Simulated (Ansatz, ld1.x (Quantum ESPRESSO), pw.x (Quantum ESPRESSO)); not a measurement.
# scandium: does the RRKJ potential hold in the solid?

| Quantity | Value |
| --- | --- |
| Element | Sc |
| Generator | ld1.x (Quantum ESPRESSO) 7.5 |
| Type | norm-conserving RRKJ (Kleinman–Bylander form) |
| Functional | LDA (PW92) |
| Relativity | scalar-relativistic |
| Frozen core | [Ar] |
| Valence charge | 3 |
| Reference configuration | 3d1 4s2 4p0 |
| Partial waves | 4s (bound): rc 3.05 bohr; 3d (bound): rc 1.70 bohr; 4p (bound, empty): rc 3.75 bohr |
| Local potential | the p channel |
| Core correction | none |
| rho0 | 0.001 |

Crystal test: diamond Sc in pw.x 7.5, no spin, 8³ k-points, Fermi–Dirac smearing 0.01 Ry, cutoffs 70/280 Ry. The reference is all-electron LAPW (Ansatz 0.2.0) with the same functional, mesh and smearing; V0 and B0 come from Birch–Murnaghan fits to the pressures at five volumes. Errors are pseudo minus all-electron; Δ is the rms difference of the E(V) curves that follow from these fits, minima aligned, over ±6 % about the mean V0. Mesh and smearing are coarse, so the numbers serve the comparison and aren't converged zero-temperature values; the lattice is a test structure that the element need not adopt.

All-electron: a0 = 6.024 Å (V0 = 27.33 Å³/atom), B0 = 10.1 GPa.

Q: How far does the potential miss the all-electron equation of state?

A: mean pressure error (GPa): +3.84. The pressure does not cross zero within the volumes sampled, so no fit is given. The largest radius (3.75 bohr) exceeds half the bond length (2.47 bohr), so the spheres overlap, which is one possible source of error among others. This is a poor potential for the solid. Atomic configuration tests: 1 of 9 tests not solved or not reliable. The logarithmic derivative shows an extra or strongly shifted pseudo pole above the reference energy (s near 0.62 Ry).

| V (Å³/atom) | P all-electron (GPa) | P pseudo (GPa) |
| --- | --- | --- |
| 26.036 | 0.45 | 4.98 |
| 26.721 | 0.23 | 4.35 |
| 27.406 | -0.03 | 3.75 |
| 28.091 | -0.29 | 3.21 |
| 28.776 | -0.54 | 2.72 |

Q: At the middle volume, how do free energy and pressure move when the wave cutoff is lowered (ecutrho kept at four times it)?

A:

```csv
cutoff (Ry),shift of F (meV/atom),shift of P (GPa)
32,+2197.8,-30.12
42,+405.4,-12.35
56,+8.0,-0.65
```

Input at the middle volume:

```
&control
  calculation='scf', prefix='x', pseudo_dir='./', outdir='./tmp', tstress=.true., disk_io='none'
/
&system
  ibrav=0, nat=2, ntyp=1, ecutwfc=70, ecutrho=280, nbnd=10,
  occupations='smearing', smearing='fd', degauss=0.01
/
&electrons
  conv_thr=1e-09, mixing_beta=0.4, electron_maxstep=70
/
ATOMIC_SPECIES
Sc 1.0 Sc.UPF
CELL_PARAMETERS angstrom
  0.00000000 3.01496229 3.01496229
  3.01496229 0.00000000 3.01496229
  3.01496229 3.01496229 0.00000000
ATOMIC_POSITIONS crystal
Sc 0.0000 0.0000 0.0000
Sc 0.2500 0.2500 0.2500
K_POINTS automatic
8 8 8 0 0 0
```

```bash
pw.x < Sc.scf.in > Sc.scf.out
```

Lines of the output:

```
Message from routine setup:
     using ibrav=0 with symmetry is DISCOURAGED, use correct ibrav instead
     lattice parameter (alat)  =       8.0574  a.u.
     unit-cell volume          =     369.8897 (a.u.)^3
     number of electrons       =         6.00
     number of Kohn-Sham states=           10
     kinetic-energy cutoff     =      70.0000  Ry
     charge density cutoff     =     280.0000  Ry
     scf convergence threshold =      1.0E-09
     Exchange-correlation= PW
     number of k points=    29  Fermi-Dirac smearing, width (Ry)=  0.0100
     iteration #  1     ecut=    70.00 Ry     beta= 0.40
     total energy              =      -6.84705620 Ry
     estimated scf accuracy    <       0.05141328 Ry
     iteration #  2     ecut=    70.00 Ry     beta= 0.40
     total energy              =      -6.85264226 Ry
     estimated scf accuracy    <       0.00394867 Ry
     iteration #  3     ecut=    70.00 Ry     beta= 0.40
     total energy              =      -6.85434177 Ry
     estimated scf accuracy    <       0.00086634 Ry
     iteration #  4     ecut=    70.00 Ry     beta= 0.40
     negative rho (up, down):  3.689E-06 0.000E+00
     total energy              =      -6.85468155 Ry
     estimated scf accuracy    <       0.00010340 Ry
     iteration #  5     ecut=    70.00 Ry     beta= 0.40
     total energy              =      -6.85529213 Ry
     estimated scf accuracy    <       0.00007171 Ry
     iteration #  6     ecut=    70.00 Ry     beta= 0.40
     total energy              =      -6.85529923 Ry
     estimated scf accuracy    <       0.00002507 Ry
     iteration #  7     ecut=    70.00 Ry     beta= 0.40
     total energy              =      -6.85530870 Ry
     estimated scf accuracy    <       0.00001112 Ry
     iteration #  8     ecut=    70.00 Ry     beta= 0.40
     total energy              =      -6.85530905 Ry
     estimated scf accuracy    <       0.00000172 Ry
     iteration #  9     ecut=    70.00 Ry     beta= 0.40
     total energy              =      -6.85530980 Ry
     estimated scf accuracy    <       0.00000013 Ry
     iteration # 10     ecut=    70.00 Ry     beta= 0.40
     the Fermi energy is     3.7989 ev
!    total energy              =      -6.85530983 Ry
     estimated scf accuracy    <          7.8E-10 Ry
     smearing contrib. (-TS)   =      -0.01807724 Ry
     The total energy is F=E-TS. E is the sum of the following terms:
     one-electron contribution =       4.21629612 Ry
     hartree contribution      =       0.39881820 Ry
     xc contribution           =      -2.94307403 Ry
     ewald contribution        =      -8.50927289 Ry
     convergence has been achieved in  10 iterations
          total   stress  (Ry/bohr**3)                   (kbar)     P=       37.51
     Message from routine punch:
     Nothing written, as per user request (disk_io='none')
```

The run at the middle volume (29 k-points, 10 iterations) took about 10 s on one core of a shared host (AMD EPYC 9R45 96-Core Processor, 96 threads, 376 GiB, load 44).
